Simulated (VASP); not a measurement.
# H2 in VASP: further runs, part 2 of 2

VASP 6.6.1.

### Step 3. Single point, r2SCAN

Input file INCAR:

```
SYSTEM = H
  PREC = Accurate
  ENCUT = 450
  EDIFF = 1E-7
  ISMEAR = 0
  SIGMA = 0.02
  LREAL = .FALSE.
  LASPH = .TRUE.
  NELM = 100
  ALGO = Normal
  ISIF = 2
  LWAVE = .FALSE.
  LCHARG = .FALSE.
  METAGGA = R2SCAN
  LMIXTAU = .TRUE.
  NBANDS = 8
```

Input file KPOINTS:

```
regular mesh
0
G
  1 1 1
  0 0 0
```

Input file POSCAR:

```
H
1.0
   10.0000000000      0.0000000000      0.0000000000
    0.0000000000     10.0000000000      0.0000000000
    0.0000000000      0.0000000000     10.0000000000
H
2
Direct
    0.5000000000      0.5000000000      0.4530000000
    0.5000000000      0.5000000000      0.5470000000
```

Potentials or basis: VASP PAW PBE potentials, release 64 (H).

Command:

```
> cat potpaw_PBE.64/H/POTCAR > POTCAR
> mpirun -np 1 vasp_std > vasp.out
```

OUTCAR:

```text
SYSTEM = H
   PREC = Accurate
   ENCUT = 450
   EDIFF = 1E-7
   ISMEAR = 0
   LREAL = .FALSE.
   LASPH = .TRUE.
   NELM = 100
   ISIF = 2
   METAGGA = R2SCAN

 ion  position               nearest neighbor table
   1  0.500  0.500  0.453-
   2  0.500  0.500  0.547-

  LATTYP: Found a simple cubic cell.
 ALAT       =    10.0000000000

  Lattice vectors:

 A1 = (  10.0000000000,   0.0000000000,   0.0000000000)
 A2 = (   0.0000000000,  10.0000000000,   0.0000000000)
 A3 = (   0.0000000000,   0.0000000000,  10.0000000000)

Analysis of symmetry for initial positions (statically):
=====================================================================
 Subroutine PRICEL returns:
 Original cell was already a primitive cell.

 Routine SETGRP: Setting up the symmetry group for a
 simple cubic supercell.

 Subroutine GETGRP returns: Found 16 space group operations
 (whereof 16 operations were pure point group operations)
 out of a pool of 48 trial point group operations.

The static configuration has the point symmetry D_4h.

Analysis of symmetry for dynamics (positions and initial velocities):
=====================================================================
 Subroutine PRICEL returns:
 Original cell was already a primitive cell.

 Routine SETGRP: Setting up the symmetry group for a
 simple cubic supercell.

 Subroutine GETGRP returns: Found 16 space group operations
 (whereof 16 operations were pure point group operations)
 out of a pool of 48 trial point group operations.

The dynamic configuration has the point symmetry D_4h.

 Subroutine INISYM returns: Found 16 space group operations
 (whereof 16 operations are pure point group operations),
 and found     1 'primitive' translations

----------------------------------------------------------------------------------------

                                     Primitive cell

  volume of cell :    1000.0000

  direct lattice vectors                    reciprocal lattice vectors
    10.000000000  0.000000000  0.000000000     0.100000000  0.000000000  0.000000000
     0.000000000 10.000000000  0.000000000     0.000000000  0.100000000  0.000000000
     0.000000000  0.000000000 10.000000000     0.000000000  0.000000000  0.100000000

  length of vectors
    10.000000000 10.000000000 10.000000000     0.100000000  0.100000000  0.100000000

  position of ions in fractional coordinates (direct lattice)
     0.500000000  0.500000000  0.453000000
     0.500000000  0.500000000  0.547000000

  ion indices of the primitive-cell ions
   primitive index   ion index
                 1           1
                 2           2

----------------------------------------------------------------------------------------

 KPOINTS: regular mesh

Automatic generation of k-mesh.
 Grid dimensions read from file:
 generate k-points for:    1    1    1

 Generating k-lattice:

  Cartesian coordinates                     Fractional coordinates (reciprocal lattice)
     0.100000000  0.000000000  0.000000000     1.000000000  0.000000000  0.000000000
     0.000000000  0.100000000  0.000000000     0.000000000  1.000000000  0.000000000
     0.000000000  0.000000000  0.100000000     0.000000000  0.000000000  1.000000000

  Length of vectors
     0.100000000  0.100000000  0.100000000

  Shift w.r.t. Gamma in fractional coordinates (k-lattice)
     0.000000000  0.000000000  0.000000000

 Subroutine IBZKPT returns following result:
 ===========================================

 Found      1 irreducible k-points:

 Following reciprocal coordinates:
            Coordinates               Weight
  0.000000  0.000000  0.000000      1.000000
   k-points           NKPTS =      1   k-points in BZ     NKDIM =      1   number of bands    NBANDS=      8
   number of dos      NEDOS =    301   number of ions     NIONS =      2
   total plane-waves  NPLWV = 343000
   dimension x,y,z NGX =    70 NGY =   70 NGZ =   70
   dimension x,y,z NGXF=   140 NGYF=  140 NGZF=  140
   ions per type =               2
   NGX,Y,Z   is equivalent  to a cutoff of  11.64, 11.64, 11.64 a.u.
   NGXF,Y,Z  is equivalent  to a cutoff of  23.27, 23.27, 23.27 a.u.
 SYSTEM =  H
   PREC   = accura    normal or accurate (medium, high low for compatibility)
   ISTART =      0    job   : 0-new  1-cont  2-samecut
   ICHARG =      2    charge: 1-file 2-atom 10-const
   ISPIN  =      1    spin polarized calculation?
   LNONCOLLINEAR =      F non collinear calculations
   LSORBIT =      F    spin-orbit coupling
   LASPH  =      T    aspherical Exc in radial PAW
   ENCUT  =  450.0 eV  33.07 Ry    5.75 a.u.  17.30 17.30 17.30*2*pi/ulx,y,z
   NELM   =    100;   NELMIN=  2; NELMDL= -5     # of ELM steps
   EDIFF  = 0.1E-06   stopping-criterion for ELM
   LREAL  =      F    real-space projection
   EDIFFG = 0.1E-05   stopping-criterion for IOM
   NSW    =      0    number of steps for IOM
   IBRION =     -1    ionic relax: 0-MD 1-quasi-New 2-CG
   NFREE  =      0    steps in history (QN), initial steepest desc. (CG)
   ISIF   =      2    stress and relaxation
   ISYM   =      2    0-nonsym 1-usesym 2-fastsym
   POTIM  = 0.5000    time-step for ionic-motion
   TEBEG  =    0.0;   TEEND  =   0.0 temperature during run
   PSTRESS=    0.0 pullay stress
   NELECT =       2.0000    total number of electrons
   NUPDOWN=      -1.0000    fix difference up-down
   EMIN   =  10.00;   EMAX   =-10.00  energy-range for DOS
   EFERMI =   0.00;   METHOD = LEGACY
   ISMEAR =     0;   SIGMA  =   0.02  broadening in eV -4-tet -1-fermi 0-gaus
   EFERMI_NEDOS =   21; number of points for ismear=-14 and -15
   IALGO  =     38    algorithm
   IMIX   =      4    mixing-type and parameters
     AMIX     =   0.40;   BMIX     =  1.00
     AMIX_MAG =   1.60;   BMIX_MAG =  1.00
  volume/ion in A,a.u.               =     500.00      3374.17
  Fermi-wavevector in a.u.,A,eV,Ry     =   0.206261  0.389778  0.578844  0.042544
  Thomas-Fermi vector in A             =   0.968418
   LORBIT       =      0    0 simple, 1 ext, 2 COOP (PROOUT), +10 PAW based schemes
   METAGGA = R2SCAN    functional components
   LHFCALC =     F    Hartree Fock is set to
   AEXX    =    0.0000 exact exchange contribution
   IVDW    =     0    specifies the selected vdW correction
   LEPSILON=     F    determine dielectric tensor
   LRPA    =     F    only Hartree local field effects (RPA)
 non-spin polarized calculation
 Gauss-broadening in eV      SIGMA  =   0.02
  energy-cutoff  :      450.00
  volume of cell :     1000.00
 maximum number of plane-waves:     21823
 NGX is ok and might be reduce to    70
   NGX = 35   NGY = 35   NGZ = 35

 number of electron       2.0000001 magnetization

 Free energy of the ion-electron system (eV)
  ---------------------------------------------------
  ext. energy  EPLUGINS =         0.00000000
  ---------------------------------------------------
  free energy    TOTEN  =        -6.42233832 eV

  energy without entropy =       -6.42233832  energy(sigma->0) =       -6.42233832

 E-fermi :  -9.7799     XC(G=0):   0.1010

 val. band max:       -9.8891678180   @ k =   0.0000   0.0000   0.0000
 cond. band min:       0.2661574570   @ k =   0.0000   0.0000   0.0000
 fundamental gap:     10.1553252750
 Fermi energy:        -9.7799201688

 k-point     1 :       0.0000    0.0000    0.0000
  band No.  band energies     occupation
      1      -9.8892      2.00000
      2       0.2662      0.00000
      3       0.2903      0.00000
      4       1.6607      0.00000
      5       1.6681      0.00000
      6       1.7207      0.00000
      7       1.7207      0.00000
      8       2.0832      0.00000

------------------------ aborting loop because EDIFF is reached ----------------------------------------

  FORCE on cell =-STRESS in cart. coord.  units (eV):
  Direction    XX          YY          ZZ          XY          YZ          ZX
  --------------------------------------------------------------------------------------
  -------------------------------------------------------------------------------------
  Total       -0.0565342     -0.0565342     -3.8265497      0.0000000      0.0000000      0.0000000
  in kB       -0.0905777     -0.0905777     -6.1308112      0.0000000      0.0000000      0.0000000
  external PRESSURE =      -2.1039889 kB  Pullay stress =       0.0000000 kB

 VOLUME and BASIS-vectors are now :
 -----------------------------------------------------------------------------
  energy-cutoff  :      450.00
  volume of cell :     1000.00
      direct lattice vectors                 reciprocal lattice vectors
    10.000000000  0.000000000  0.000000000     0.100000000  0.000000000  0.000000000
     0.000000000 10.000000000  0.000000000     0.000000000  0.100000000  0.000000000
     0.000000000  0.000000000 10.000000000     0.000000000  0.000000000  0.100000000

 POSITION                                       TOTAL-FORCE (eV/Angst)
 -----------------------------------------------------------------------------------
      5.00000      5.00000      4.53000         0.000000      0.000000      4.025390
      5.00000      5.00000      5.47000         0.000000     -0.000000     -4.025390
 -----------------------------------------------------------------------------------
    total drift:                                0.000000      0.000000      0.000000

  FREE ENERGIE OF THE ION-ELECTRON SYSTEM (eV)
  ---------------------------------------------------
  free  energy   TOTEN  =        -6.4223383224 eV

  energy  without entropy=       -6.4223383224  energy(sigma->0) =       -6.42233832
```

OSZICAR:

```text
N       E                     dE             d eps       ncg     rms          rms(c)
DAV:   1     0.152326172309E-03    0.15233E-03   -0.57791E+02    16   0.133E+02
DAV:   2    -0.650076081694E+01   -0.65009E+01   -0.65009E+01    16   0.252E+01
DAV:   3    -0.693615775732E+01   -0.43540E+00   -0.43540E+00    24   0.900E+00
[... 13 lines left out ...]
DAV:  61    -0.642234290046E+01    0.10141E-04   -0.60360E-08    16   0.139E-03    0.920E-05
DAV:  62    -0.642234122061E+01    0.16799E-05   -0.74755E-09    16   0.749E-04    0.786E-05
DAV:  63    -0.642234153798E+01   -0.31737E-06   -0.86364E-09    16   0.789E-04    0.165E-05
DAV:  64    -0.642233823936E+01    0.32986E-05   -0.27855E-08    16   0.100E-03    0.214E-05
DAV:  65    -0.642233832242E+01   -0.83059E-07   -0.57271E-09    16   0.641E-04
   1 F= -.64223383E+01 E0= -.64223383E+01  d E =-.124205E-14
```

Run time: 9.2 min. Hardware: 1 thread of Intel Xeon Platinum 8175M at 2.50GHz (Skylake/Cascade Lake), shared host; peak memory 0.77 GiB.

Results:

* Free energy: -6.4223 eV
* Largest force: 4.025 eV/Å
* Gap between the frontier levels: 10.16 eV

Forces in eV/Å, atoms in the order of the input:
```
H    0.000  0.000  4.025
H    0.000  0.000 -4.025
```

Caveat: the PAW data sets were made with another functional, which shifts forces and pressure a little. r2SCAN opens gaps a little over a GGA but as a rule still falls short of measured ones.

### Step 4. Single point, HSE06

POSCAR is that of step 3.

Input file INCAR.step1:

```
SYSTEM = H
  PREC = Accurate
  ENCUT = 450
  EDIFF = 1E-5
  ISMEAR = 0
  SIGMA = 0.02
  LREAL = .FALSE.
  LASPH = .TRUE.
  NELM = 100
  ALGO = Normal
  ISIF = 2
  LWAVE = .TRUE.
  LCHARG = .FALSE.
  NBANDS = 8
  GGA = PE
```

Input file INCAR.step2:

```
SYSTEM = H
  PREC = Accurate
  ENCUT = 450
  EDIFF = 1E-7
  ISMEAR = 0
  SIGMA = 0.02
  LREAL = .FALSE.
  LASPH = .TRUE.
  NELM = 100
  ALGO = Normal
  ISIF = 2
  LWAVE = .FALSE.
  LCHARG = .FALSE.
  GGA = PE
  LHFCALC = .TRUE.
  HFSCREEN = 0.2
  PRECFOCK = Fast
  NBANDS = 8
  ISTART = 1
```

KPOINTS is that of step 3.

Command:

```
> cat potpaw_PBE.64/H/POTCAR > POTCAR
> cp INCAR.step1 INCAR
> mpirun -np 1 vasp_std > vasp.out
> cp INCAR.step2 INCAR
> mpirun -np 1 vasp_std > vasp.out
```

It took 4.1 min on 1 thread of Intel Xeon Platinum 8175M at 2.50GHz (Skylake/Cascade Lake), shared host; peak memory 0.7 GiB.

It converged, with:

```yaml
Free_energy: -7.3626 eV
Largest_force: 3.971 eV/Å
Gap_between_the_frontier_levels: 10.42 eV
```

Forces in eV/Å, atoms in the order of the input:
```
H    0.000  0.000  3.971
H    0.000  0.000 -3.971
```

Levels at points of the mesh, in eV from the valence-band top:
| k point | band 1 | band 2 | band 3 | band 4 | band 5 |
| --- | --- | --- | --- | --- | --- |
| (0.00, 0.00, 0.00) | 0.00 | 10.42 | 10.57 | 11.54 | 11.54 |

Caveat: the PAW data sets were made with another functional, which shifts forces and pressure a little.

### Step 5. The runs side by side

| level | grid for exact exchange (PRECFOCK) | screening parameter | gap on the mesh (eV) | largest force (eV/Å) |
| --- | --- | --- | --- | --- |
| PBE+D3(BJ) | - | - | 9.11 | 3.74 |
| r2SCAN | - | - | 10.16 | 4.03 |
| HSE06 | Fast | 0.2 1/A | 10.42 | 3.97 |

Alike in all rows: task single point; potentials or basis VASP PAW PBE potentials, release 64 (H); no spin polarisation; cell as given; k mesh 1 × 1 × 1; cutoff (eV) 450; smearing gaussian 0.02 eV.

On the cell as given the gap runs from 9.11 eV (PBE+D3(BJ)) to 10.42 eV (HSE06).

Caveats: the PAW data sets were made with another functional, which shifts forces and pressure a little (some runs).

Total energies depend on the potentials used, so only differences within one code and one set of settings carry meaning.
